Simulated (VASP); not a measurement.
# Cd (P6_3/mmc) in VASP: notebook, part 2 of 2

VASP 6.6.1. Earlier steps stand in the parts before.

**4. Relaxation of cell and atoms, PBE**

INCAR reads:

```
PREC = Accurate
ENCUT = 600
EDIFF = 1E-6
ISMEAR = 1
SIGMA = 0.1
LREAL = False
LASPH = True
NELM = 80
ALGO = Normal
ISIF = 3
LWAVE = False
LCHARG = False
GGA = PE
IBRION = 2
NSW = 90
EDIFFG = -0.01
```

KPOINTS reads:

```
regular mesh
0
Gamma
  18 18 8
```

POSCAR reads:

```
Cd
1.0
    2.9788700000      0.0000000000      0.0000000000
   -1.4894350000      2.5797770946      0.0000000000
    0.0000000000      0.0000000000      5.6176500000
Cd
2
Direct
    0.3333333333      0.6666666667      0.2500000000
    0.6666666667      0.3333333333      0.7500000000
```

Potentials or basis: VASP PAW PBE potentials, release 64 (Cd).

Started as:

```
> cat potpaw_PBE.64/Cd/POTCAR > POTCAR
> mpirun -np 1 vasp_std > vasp.out
```

OUTCAR:

```text
PREC = Accurate
   ENCUT = 600
   EDIFF = 1E-6
   ISMEAR = 1
   LREAL = False
   LASPH = True
   NELM = 80
   ISIF = 3
   GGA = PE
   IBRION = 2
   NSW = 90
   EDIFFG = -0.01

 ion  position               nearest neighbor table
   1  0.333  0.667  0.250-   2 3.29   2 3.29   2 3.29   2 3.29   2 3.29   2 3.29
   2  0.667  0.333  0.750-   1 3.29   1 3.29   1 3.29   1 3.29   1 3.29   1 3.29

  LATTYP: Found a hexagonal cell.
 ALAT       =     2.9788700000
 C/A-ratio  =     1.8858325472

  Lattice vectors:

 A1 = (   2.9788700000,   0.0000000000,   0.0000000000)
 A2 = (  -1.4894350000,   2.5797770946,   0.0000000000)
 A3 = (   0.0000000000,   0.0000000000,   5.6176500000)

Analysis of symmetry for initial positions (statically):
=====================================================================
 Subroutine PRICEL returns:
 Original cell was already a primitive cell.

 Routine SETGRP: Setting up the symmetry group for a
 hexagonal supercell.

 Subroutine GETGRP returns: Found 24 space group operations
 (whereof 12 operations were pure point group operations)
 out of a pool of 24 trial point group operations.

The static configuration has the point symmetry D_3d.
 The point group associated with its full space group is D_6h.

Analysis of symmetry for dynamics (positions and initial velocities):
=====================================================================
 Subroutine PRICEL returns:
 Original cell was already a primitive cell.

 Routine SETGRP: Setting up the symmetry group for a
 hexagonal supercell.

 Subroutine GETGRP returns: Found 24 space group operations
 (whereof 12 operations were pure point group operations)
 out of a pool of 24 trial point group operations.

The dynamic configuration has the point symmetry D_3d.
 The point group associated with its full space group is D_6h.

 Subroutine INISYM returns: Found 24 space group operations
 (whereof 12 operations are pure point group operations),
 and found     1 'primitive' translations

----------------------------------------------------------------------------------------

                                     Primitive cell

  volume of cell :      43.1706

  direct lattice vectors                    reciprocal lattice vectors
     2.978870000  0.000000000  0.000000000     0.335697765  0.193815195  0.000000000
    -1.489435000  2.579777095  0.000000000     0.000000000  0.387630389  0.000000000
     0.000000000  0.000000000  5.617650000     0.000000000  0.000000000  0.178010378

  length of vectors
     2.978870000  2.978870000  5.617650000     0.387630390  0.387630389  0.178010378

  position of ions in fractional coordinates (direct lattice)
     0.333333333  0.666666667  0.250000000
     0.666666667  0.333333333  0.750000000

  ion indices of the primitive-cell ions
   primitive index   ion index
                 1           1
                 2           2
[... 103 lines left out ...]
 conjugate gradient relaxation of ions
 non-spin polarized calculation
 Methfessel and Paxton  Order N= 1 SIGMA  =   0.10
  energy-cutoff  :      600.00
  volume of cell :       43.17
 maximum number of plane-waves:      1460
 NGX is ok and might be reduce to    24
   NGX = 11   NGY = 11   NGZ = 23

--------------------------------------- Ionic step        1  -------------------------------------------

 number of electron      24.0000000 magnetization

 Free energy of the ion-electron system (eV)
  ---------------------------------------------------
  ext. energy  EPLUGINS =         0.00000000
  ---------------------------------------------------
  free energy    TOTEN  =        -1.46732897 eV

  energy without entropy =       -1.46756711  energy(sigma->0) =       -1.46740835

------------------------ aborting loop because EDIFF is reached ----------------------------------------

  FORCE on cell =-STRESS in cart. coord.  units (eV):
  Direction    XX          YY          ZZ          XY          YZ          ZX
  --------------------------------------------------------------------------------------
  -------------------------------------------------------------------------------------
  Total        0.8894197      0.8894197      0.7205905     -0.0000000      0.0000000      0.0000000
  in kB       33.0087381     33.0087381     26.7430349     -0.0000000      0.0000000      0.0000000
  external PRESSURE =      30.9201704 kB  Pullay stress =       0.0000000 kB

 VOLUME and BASIS-vectors are now :
 -----------------------------------------------------------------------------
  energy-cutoff  :      600.00
  volume of cell :       43.17
      direct lattice vectors                 reciprocal lattice vectors
     2.978870000  0.000000000  0.000000000     0.335697765  0.193815195  0.000000000
    -1.489435000  2.579777095  0.000000000     0.000000000  0.387630389  0.000000000
     0.000000000  0.000000000  5.617650000     0.000000000  0.000000000  0.178010378

 POSITION                                       TOTAL-FORCE (eV/Angst)
 -----------------------------------------------------------------------------------
     -0.00000      1.71985      1.40441        -0.000000     -0.000000      0.000000
      1.48944      0.85993      4.21324         0.000000      0.000000      0.000000
 -----------------------------------------------------------------------------------
    total drift:                               -0.000000      0.000000      0.000000

  FREE ENERGIE OF THE ION-ELECTRON SYSTEM (eV)
  ---------------------------------------------------
  free  energy   TOTEN  =        -1.4673289718 eV

  energy  without entropy=       -1.4675671061  energy(sigma->0) =       -1.46740835

--------------------------------------- Ionic step        2  -------------------------------------------

 number of electron      24.0000000 magnetization

 Free energy of the ion-electron system (eV)
  ---------------------------------------------------
  ext. energy  EPLUGINS =         0.00000000
  ---------------------------------------------------
  free energy    TOTEN  =        -1.49137619 eV

  energy without entropy =       -1.49133121  energy(sigma->0) =       -1.49136120

 E-fermi :   2.6477     XC(G=0): -10.7205

 val. band max:        2.6415568292   @ k =   0.4444   0.1111   0.5000
 cond. band min:       2.6568721358   @ k =   0.3889   0.0556   0.0000
 fundamental gap:      0.0153153065
 Fermi energy:         2.6476588959

 k-point     1 :       0.0000    0.0000    0.0000
  band No.  band energies     occupation
      1      -7.0813      2.00000
      2      -6.8490      2.00000
      3      -6.5497      2.00000
      4      -6.5497      2.00000
      5      -6.5046      2.00000
      6      -6.5046      2.00000
[... 433 lines left out ...]
      3      -6.8622      2.00000
      4      -6.4721      2.00000
      5      -6.3637      2.00000
      6      -6.2610      2.00000
[... 8 lines left out ...]
     15       6.6590      0.00000
     16       8.4592      0.00000

 [... further k-points ...]

------------------------ aborting loop because EDIFF is reached ----------------------------------------

  FORCE on cell =-STRESS in cart. coord.  units (eV):
  Direction    XX          YY          ZZ          XY          YZ          ZX
  --------------------------------------------------------------------------------------
  -------------------------------------------------------------------------------------
  Total        0.0025598      0.0025598      0.0044573      0.0000000     -0.0000000      0.0000000
  in kB        0.0894973      0.0894973      0.1558362      0.0000000     -0.0000000      0.0000000
  external PRESSURE =       0.1116103 kB  Pullay stress =       0.0000000 kB

 VOLUME and BASIS-vectors are now :
 -----------------------------------------------------------------------------
  energy-cutoff  :      600.00
  volume of cell :       45.83
      direct lattice vectors                 reciprocal lattice vectors
     3.042778629 -0.000000000  0.000000000     0.328646978  0.189744421  0.000000000
    -1.521389314  2.635123590  0.000000000     0.000000000  0.379488842  0.000000000
    -0.000000000  0.000000000  5.715293737    -0.000000000 -0.000000000  0.174969135

 POSITION                                       TOTAL-FORCE (eV/Angst)
 -----------------------------------------------------------------------------------
     -0.00000      1.75675      1.42882        -0.000000      0.000000      0.000000
      1.52139      0.87837      4.28647         0.000000     -0.000000     -0.000000
 -----------------------------------------------------------------------------------
    total drift:                               -0.000000      0.000000      0.000000

  FREE ENERGIE OF THE ION-ELECTRON SYSTEM (eV)
  ---------------------------------------------------
  free  energy   TOTEN  =        -1.4913761904 eV

  energy  without entropy=       -1.4913312072  energy(sigma->0) =       -1.49136120

 reached required accuracy - stopping structural energy minimisation
```

Run time: 71 s. Hardware: 1 thread of Intel Xeon 6975P-C (Granite Rapids), shared host; peak memory 0.27 GiB.

What came out:

```yaml
Free_energy: -1.4914 eV
Relaxed_volume: 22.91 Å³/atom
Relaxed_cell: a = 3.043 Å, b = 3.043 Å, c = 5.715 Å, α = 90.00°, β = 90.00°, γ = 120.00°
Space_group_after_relaxing_to_0.05_Å: P6_3/mmc (No. 194)
Energy_gained_by_relaxing: 12.0 meV/atom
Ionic_steps: 2
Pressure_after_relaxing: 0.0 GPa
Band_gap_on_the_k_mesh: none (metal or under the smearing width)
```

Step by step:
```tsv
step	energy change (eV)	largest force (eV/Å)	pressure (GPa)	volume (Å³)
1	0.0000	0.0000	3.09	43.17
2	-0.0240	0.0000	0.01	45.83
```

Final structure:
```
Cd
1.0
     3.04278    0.00000    0.00000
    -1.52139    2.63512    0.00000
     0.00000    0.00000    5.71529
Cd
2
Direct
  0.33333 0.66667 0.25000
  0.66667 0.33333 0.75000
```

Levels at points of the mesh, in eV from the Fermi level:
```tsv
k point	band 8	band 9	band 10	band 11	band 12	band 13	band 14	band 15	band 16
(0.00, 0.00, 0.00)	-8.75	-8.55	-8.52	-8.52	-3.11	-2.85	10.22	14.08	14.08
(0.50, 0.00, 0.00)	-8.55	-8.29	-8.27	-2.28	-1.93	1.81	2.79	2.90	5.01
(0.00, 0.00, 0.50)	-8.62	-8.62	-8.62	-7.13	-7.13	3.53	3.53	14.39	14.39
(0.50, 0.00, 0.50)	-8.52	-8.28	-8.28	-1.47	-1.47	-0.16	-0.16	7.76	7.76
```

PBE usually gives volumes a little too large and moduli too small. Zero-point motion and thermal expansion aren't in these numbers.
